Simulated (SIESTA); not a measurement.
**Bi: single point with PBE**

The system is Bi.

```xyz
2
Lattice="3.4886 -3.1326 0.0000 3.4886 3.1326 0.0000 -1.2602 0.0000 3.1136" Properties=species:S:1:pos:R:3 pbc="T T T"
Bi    4.1692    0.0043    2.6437
Bi    1.5625    0.0187    0.4507
```

This isn't the form of Bi at room conditions, which is rhombohedral.

The cell isn't the ideal one: atoms moved at random, drawn with an rms of 0.05 Å.

- Program: SIESTA 5.4.2
- Task: single point
- Functional: PBE
- Potentials or basis: PseudoDojo 0.4 standard (PBE files)
- Basis: DZP (energy shift 0.003 Ry; two zetas on semicore shells)
- Grid cutoff: 500 Ry
- Energy shift: 0.003 Ry
- k mesh: 6 × 6 × 9
- Occupations: fermi-dirac, width 0.05 eV
- Spin: no spin polarisation

| Quantity | Value |
| --- | --- |
| Pressure | 0.5 GPa |
| Largest force | 0.079 eV/Å |
| Band gap on the k mesh | none (metal or under the smearing width) |

Forces on the atoms (eV/Å):
```
Bi   0.064  0.023  0.040
Bi  -0.064 -0.023 -0.040
```

Stress tensor (GPa, compression positive):
```
 0.29 -0.02 -0.54
-0.02 -0.17 -0.02
-0.54 -0.02  1.34
```

Levels at points of the mesh, in eV from the Fermi level:
```tsv
k point	band 13	band 14	band 15	band 16	band 17	band 18
(0.00, 0.00, 0.00)	-3.08	-2.80	2.80	3.31	3.95	4.20
(0.50, 0.00, 0.00)	-1.08	-0.98	-0.81	-0.73	3.67	4.71
(0.00, 0.50, 0.00)	-1.12	-0.94	-0.80	-0.74	3.66	4.73
(0.50, 0.50, 0.00)	-4.97	-4.95	3.18	3.96	5.30	5.57
```

Wall time 53 s on 1 thread of AMD EPYC 7R43 64-Core Processor (Zen 3), with other jobs on the host, peak memory 0.28 GiB.

Caveat: spin-orbit coupling is left out, which moves the levels of the heavy elements; the basis of atomic orbitals isn't converged, which shifts pressures, moduli and gaps.
